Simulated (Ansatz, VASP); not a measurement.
Zr: VASP beside Ansatz

INCAR

```
PREC = Accurate
ENCUT = 520
EDIFF = 1E-6
ISMEAR = -1
SIGMA = 0.05
LREAL = False
LASPH = True
NELM = 60
ALGO = Normal
ISIF = 2
LWAVE = False
LCHARG = True
GGA = PE
LELF = True
LVHAR = True
NBANDS = 12
```

Contents of KPOINTS:

```
Automatic mesh
0
Gamma
  13 13 13
```

Contents of POSCAR:

```
Zr
1.0
    0.0000000000      2.2398653158      2.2398653158
    2.2398653158      0.0000000000      2.2398653158
    2.2398653158      2.2398653158      0.0000000000
Zr
1
Direct
    0.0000000000      0.0000000000      0.0000000000
```

Input for Ansatz:

```yaml
crystal:
  lattice:
    - [0.0, 2.2398653158, 2.2398653158]
    - [2.2398653158, 0.0, 2.2398653158]
    - [2.2398653158, 2.2398653158, 0.0]
  atoms:
    - { symbol: Zr, position: [0.0, 0.0, 0.0] }
kpoints:
  mp_grid: { grid: [13, 13, 13] }
scf:
  occupations: { method: fermi_dirac, width: 0.05 }
hamiltonian:
  xc: pbe
  pseudopotentials: { kind: all_electron, lapw: { basis_error: 0.0005 } }
output:
  forces: true
  stress: true
  eigenvalues: true
```

Change from the starting cell: volume scaled by 0.98.

Alike in both runs: task single point; functional PBE; k mesh 13 × 13 × 13; occupations fermi-dirac, width 0.05 eV; no spin polarisation.

|  | VASP | Ansatz |
| --- | --- | --- |
| version | VASP 6.6.1 | Ansatz 0.2.0 |
| potentials or method | VASP PAW PBE potentials, release 64 (Zr_sv) | all-electron LAPW, scalar-relativistic |
| plane-wave cutoff (eV) | 520 | see its input |

```csv
,VASP,Ansatz,Ansatz less VASP
pressure (GPa),3.1,3.1,0.00
```

Ansatz ran all-electron here, so the differences hold the error of VASP's frozen core and of both bases.
